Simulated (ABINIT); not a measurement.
# Al (Fm-3m) in ABINIT: settings compared, part 2 of 2

ABINIT 10.8.3 (patched build). The steps go on from the part before.

## (6) Equation of state, LDA-PZ

Input file run.abi:

```
ndtset 7
getwfk -1
scalecart1 3*0.9795861087
scalecart2 3*0.9864848297
scalecart3 3*0.9932883884
scalecart4 3*1.0000000000
scalecart5 3*1.0066227096
scalecart6 3*1.0131594038
scalecart7 3*1.0196128224

pp_dirpath "./"
pseudos "Al.LDA_PW-JTH.xml"

acell 2.8635066922 2.8635066922 2.8635066922 Angstrom
rprim
     0.0000000000     0.7071067812     0.7071067812
     0.7071067812     0.0000000000     0.7071067812
     0.7071067812     0.7071067812     0.0000000000
ntypat 1
znucl 13
natom 1
typat 1
xred
     0.0000000000     0.0000000000     0.0000000000

ecut 20.0
pawecutdg 40.0

kptopt 1
ngkpt 11 11 11
nshiftk 1
shiftk 0.0 0.0 0.0

ixc 2

nband 6
occopt 3
tsmear 0.05 eV

nstep 100
tolvrs 1.0e-9

iomode 3
prtwf 1
prtden 0
prteig 0
prtebands 0
enunit 1
```

Potentials or basis: JTH PAW LDA v2.0.

Command:

```sh
> abinit run.abi > log 2>&1
```

run.abo:

```text
.Version 10.8.3 of ABINIT
 DATASET    1 : space group Fm -3 m (#225); Bravais cF (face-center cubic)
================================================================================
 Values of the parameters that define the memory need for DATASET  1.
     intxc =       0    ionmov =       0      iscf =      17    lmnmax =       8
     lnmax =       4     mgfft =      24  mpssoang =       2    mqgrid =    3001
     natom =       1  nloc_mem =       2    nspden =       1   nspinor =       1
    nsppol =       1      nsym =      48    n1xccc =       1    ntypat =       1
    occopt =       3   xclevel =       1
       mpw =         462          nfft =       13824          nkpt =          56
 PAW method is used; the additional fine FFT grid is defined by:
   mgfftf=        32    nfftf =     32768
================================================================================
================================================================================
[... 71 lines left out ...]
 DATASET    7 : space group Fm -3 m (#225); Bravais cF (face-center cubic)
================================================================================
 Values of the parameters that define the memory need for DATASET  7.
     intxc =       0    ionmov =       0      iscf =      17    lmnmax =       8
     lnmax =       4     mgfft =      24  mpssoang =       2    mqgrid =    3001
     natom =       1  nloc_mem =       2    nspden =       1   nspinor =       1
    nsppol =       1      nsym =      48    n1xccc =       1    ntypat =       1
    occopt =       3   xclevel =       1
       mpw =         532          nfft =       13824          nkpt =          56
 PAW method is used; the additional fine FFT grid is defined by:
   mgfftf=        32    nfftf =     32768
================================================================================
================================================================================

--------------------------------------------------------------------------------
------------- Echo of variables that govern the present computation ------------
--------------------------------------------------------------------------------
 -outvars: echo values of preprocessed input variables --------
            acell      5.4112434080E+00  5.4112434080E+00  5.4112434080E+00 Bohr
              amu      2.69815390E+01
[... 111 lines left out ...]
         ecut(hartree)=     40.000   => boxcut(ratio)=   2.12039

--- Pseudopotential description ------------------------------------------------
- pspini: atom type   1  psp file is ./Al.LDA_PW-JTH.xml
 Pseudopotential format is: paw10
 basis_size (lnmax)=  4 (lmn_size=  8), orbitals=   0   0   1   1
 Spheres core radius: rc_sph= 1.90363307
 Shapefunction is SIN type: shapef(r)=[sin(pi*r/rshp)/(pi*r/rshp)]**2
 Radius for shape functions =  1.60786206
 Compensation charge density is not taken into account in XC energy/potential

  -1.37904023E+01                                ecore*ucvol(ha*bohr**3)
--------------------------------------------------------------------------------

[... 1146 lines left out ...]
-Cartesian components of stress tensor (GPa)         [Pressure= -7.1661E+00 GPa]
- sigma(1 1)=  7.16605999E+00  sigma(3 2)=  0.00000000E+00
- sigma(2 2)=  7.16605999E+00  sigma(3 1)=  0.00000000E+00
- sigma(3 3)=  7.16605999E+00  sigma(2 1)=  0.00000000E+00

== END DATASET(S) ==============================================================
================================================================================

 -outvars: echo values of variables after computation  --------
            acell      5.4112434080E+00  5.4112434080E+00  5.4112434080E+00 Bohr
           etotal1    -2.1318523747E+00
           etotal2    -2.1318720093E+00
           etotal3    -2.1317607821E+00
           etotal4    -2.1315323738E+00
           etotal5    -2.1311998868E+00
           etotal6    -2.1307746657E+00
           etotal7    -2.1302681408E+00
            fcart1    -0.0000000000E+00 -0.0000000000E+00 -0.0000000000E+00
            fcart2    -0.0000000000E+00 -0.0000000000E+00 -0.0000000000E+00
            fcart3    -0.0000000000E+00 -0.0000000000E+00 -0.0000000000E+00
            fcart4    -0.0000000000E+00 -0.0000000000E+00 -0.0000000000E+00
            fcart5    -0.0000000000E+00 -0.0000000000E+00 -0.0000000000E+00
            fcart6    -0.0000000000E+00 -0.0000000000E+00 -0.0000000000E+00
            fcart7    -0.0000000000E+00 -0.0000000000E+00 -0.0000000000E+00
            rprim1     0.0000000000E+00  6.9267198023E-01  6.9267198023E-01
                       6.9267198023E-01  0.0000000000E+00  6.9267198023E-01
                       6.9267198023E-01  6.9267198023E-01  0.0000000000E+00
[... 17 lines left out ...]
                       7.2097514092E-01  7.2097514092E-01  0.0000000000E+00
           strten1    -3.8874401821E-05 -3.8874401821E-05 -3.8874401821E-05
                       0.0000000000E+00  0.0000000000E+00  0.0000000000E+00
           strten2     2.2976227632E-05  2.2976227632E-05  2.2976227632E-05
                       0.0000000000E+00  0.0000000000E+00  0.0000000000E+00
           strten3     7.8144517361E-05  7.8144517361E-05  7.8144517361E-05
                       0.0000000000E+00  0.0000000000E+00  0.0000000000E+00
           strten4     1.2726806560E-04  1.2726806560E-04  1.2726806560E-04
                       0.0000000000E+00  0.0000000000E+00  0.0000000000E+00
           strten5     1.7089437698E-04  1.7089437698E-04  1.7089437698E-04
                       0.0000000000E+00  0.0000000000E+00  0.0000000000E+00
           strten6     2.0951116175E-04  2.0951116175E-04  2.0951116175E-04
                       0.0000000000E+00  0.0000000000E+00  0.0000000000E+00
           strten7     2.4356942824E-04  2.4356942824E-04  2.4356942824E-04
                       0.0000000000E+00  0.0000000000E+00  0.0000000000E+00
 Calculation completed.
```

Run time: 26 s. Hardware: 1 thread of Arm Neoverse N1, shared host; peak memory 0.12 GiB.

Results:

| Item | Value |
| --- | --- |
| Equilibrium volume | 15.82 Å³/atom |
| Bulk modulus | 86 GPa |
| Pressure derivative of the bulk modulus | 4.6 |

Energy against volume, from the lowest point:
```tsv
volume (Å³/atom)	energy (meV/atom)
15.607	0.53
15.939	0.00
16.271	3.03
16.603	9.24
16.935	18.29
17.267	29.86
17.599	43.64
```

Caveat: pressures at fixed basis lie under the slope of the energies.

## (7) The runs side by side

| task | level | potentials or basis | gap on the mesh (eV) | pressure (GPa) | V0 of scaled cells (Å³/atom) | B0 (GPa) |
| --- | --- | --- | --- | --- | --- | --- |
| equation of state | WC | JTH PAW PBE v2.0 | - | - | 16.31 | 82 |
| band structure | LDA-Teter | JTH PAW LDA v2.0 | none | -3.6 | - | - |
| equation of state | rPW86PBE | JTH PAW PBE v2.0 | - | - | 16.52 | 76 |
| band structure | rPW86PBE | JTH PAW PBE v2.0 | none | -0.4 | - | - |
| equation of state | LDA-PZ | JTH PAW LDA v2.0 | - | - | 15.82 | 86 |

Alike in all rows: no spin polarisation; cell as given; k mesh 11 × 11 × 11; cutoff (eV) 544; smearing fermi-dirac 0.05 eV.

Caveats: pressures at fixed basis lie under the slope of the energies (some runs); the PAW data sets were made with another functional, which shifts forces and pressure a little (some runs).

Absolute energies hang on the potentials; compare differences alone.

## (8) How close it comes

Step 2. A measured bulk modulus of Al is 76.9 GPa (quoted in “The interpretation of polycrystalline coherent inelastic neutron scattering from aluminium”, 2013, pmc:3831299); the calculated 82 GPa misses it by +6.3 %. The fit is for a static lattice scaled at fixed shape and fixed fractional positions. The cell as given is a measured one (16.60 Å³/atom); WC puts the equilibrium volume -1.8 % from it, thermal expansion not counted.

Step 4. Measured bulk modulus of Al: 76.9 GPa (quoted in “The interpretation of polycrystalline coherent inelastic neutron scattering from aluminium”, 2013, pmc:3831299). This calculation gives 76 GPa (-0.9 %). The fit is for a static lattice scaled at fixed shape and fixed fractional positions. The cell as given is a measured one (16.60 Å³/atom); rPW86PBE puts the equilibrium volume -0.5 % from it, thermal expansion not counted.

Step 6. A measured bulk modulus of Al is 76.9 GPa (quoted in “The interpretation of polycrystalline coherent inelastic neutron scattering from aluminium”, 2013, pmc:3831299); the calculated 86 GPa misses it by +11.5 %. The fit is for a static lattice scaled at fixed shape and fixed fractional positions. The cell as given is a measured one (16.60 Å³/atom); LDA-PZ puts the equilibrium volume -4.7 % from it, thermal expansion not counted.
